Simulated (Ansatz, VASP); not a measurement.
**MoS2 in VASP and in Ansatz**

```xyz
6
Lattice="3.2312 0.0000 0.0000 -1.6156 2.7983 0.0000 0.0000 0.0000 12.5657" Properties=species:S:1:pos:R:3 pbc="T T T"
Mo    1.6156    0.9328    9.4243
Mo    0.0000    1.8655    3.1414
S     1.6156    0.9328    4.7373
S     0.0000    1.8655   11.0201
S     1.6156    0.9328    1.5456
S     0.0000    1.8655    7.8284
```

Alike in both runs: task single point; functional PBE; k mesh 10 × 10 × 3; occupations fermi-dirac, width 0.05 eV; no spin polarisation.

```csv
,VASP,Ansatz
version,VASP 6.6.1,Ansatz 0.2.0
potentials or method,"VASP PAW PBE potentials, release 64 (Mo_sv, S)",SPMS NC
plane-wave cutoff (eV),520,626
valence electrons in the cell,52,52
```

VASP gave:

| Property | Result |
| --- | --- |
| gap on the k mesh at the Fermi level (eV) | 0.98 |
| least direct gap on the mesh (eV) | 1.73 |
| pressure (GPa) | -5.9 |
| largest component of the traceless stress (GPa) | 0.37 |
| rms of the force components (eV/Å) | 0.434 |

Problem. Which values does Ansatz return?

Solution. gap on the k mesh at the Fermi level (eV): 0.97; least direct gap on the mesh (eV): 1.73; pressure (GPa): -5.8; largest component of the traceless stress (GPa): 0.32; rms of the force components (eV/Å): 0.426.

Atom by atom the forces differ by 0.008 eV/Å (rms over components). The functional is the same, so the differences come from potentials, cutoffs and numerics.

Caveats: this functional lacks dispersion, which binds the layers, so the pressure and a relaxed spacing across them are unreliable; an odd mesh through Γ misses points on the zone boundary, where band edges often lie (VASP); odd divisions of the mesh miss points on the zone boundary, where band edges often lie, so the gap on the mesh can be too wide (Ansatz). As with any semilocal functional, this PBE gap is likely too small.
